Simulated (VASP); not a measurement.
**TiO2: single point with PBE**

The system is TiO2.

```xyz
12
Lattice="6.1536 -1.8835 0.0000 6.1536 1.8835 0.0000 -1.9283 0.0000 6.3290" Properties=species:S:1:pos:R:3 pbc="T T T"
Ti   10.5189    0.0000    1.8329
Ti    1.8562    0.0000    1.7959
Ti   -0.1400    0.0000    4.4961
Ti    8.5226    0.0000    4.5330
O     3.8886    0.0000    1.8569
O     1.9846    0.0000    4.1297
O     8.7534    0.0000    6.2992
O     8.3943    0.0000    2.1993
O    10.3741    0.0000    3.9874
O     1.6255    0.0000    0.0298
O     6.4903    0.0000    4.4721
O     0.0047    0.0000    2.3416
```

The cell comes from a database or a generator and needn't be the stable form of this composition.

```yaml
Program: VASP 6.6.1
Task: single point
Functional: PBE
Potentials_or_basis: VASP PAW PBE potentials, release 64 (Ti_sv, O)
Cutoff: 520 eV
k_mesh: 8 × 8 × 4
Occupations: gaussian, width 0.012 eV
Spin: no spin polarisation
Further_INCAR_settings: ALGO = Normal; EDIFF = 1e-06; NBANDS = 60
```

```
Pressure               : -0.5 GPa
Largest force          : 0.114 eV/Å
Band gap on the k mesh : 2.73 eV, indirect (least direct gap 2.90 eV)
```

Forces in eV/Å, atoms in the order of the input:
```
Ti   0.003  0.000 -0.045
Ti  -0.052  0.000 -0.101
Ti  -0.003  0.000  0.045
Ti   0.052  0.000  0.101
O   -0.022  0.000 -0.011
O   -0.001  0.000  0.028
O   -0.039  0.000 -0.011
O    0.001  0.000 -0.028
O    0.004  0.000  0.019
O    0.039  0.000  0.011
O    0.022  0.000  0.011
O   -0.004  0.000 -0.019
```

Levels at points of the mesh, in eV from the valence-band top:
```
           k point  band 46  band 47  band 48  band 49  band 50  band 51
(0.00, 0.00, 0.00)    -0.74    -0.35    -0.17     2.73     3.07     3.30
(0.50, 0.00, 0.00)    -0.47    -0.21    -0.12     3.10     3.15     3.57
(0.50, 0.50, 0.00)    -0.62    -0.39    -0.11     2.86     2.91     3.41
(0.00, 0.00, 0.50)    -0.66    -0.58    -0.43     2.84     3.10     3.26
(0.50, 0.00, 0.50)    -0.51    -0.09    -0.01     3.14     3.19     3.42
(0.50, 0.50, 0.50)    -0.41    -0.21    -0.20     2.98     3.09     3.23
```

Wall time 9.9 min on 1 thread of Intel(R) Xeon(R) 6975P-C (Granite Rapids), with other jobs on the host, peak memory 0.65 GiB.

A k mesh can miss the band edges.
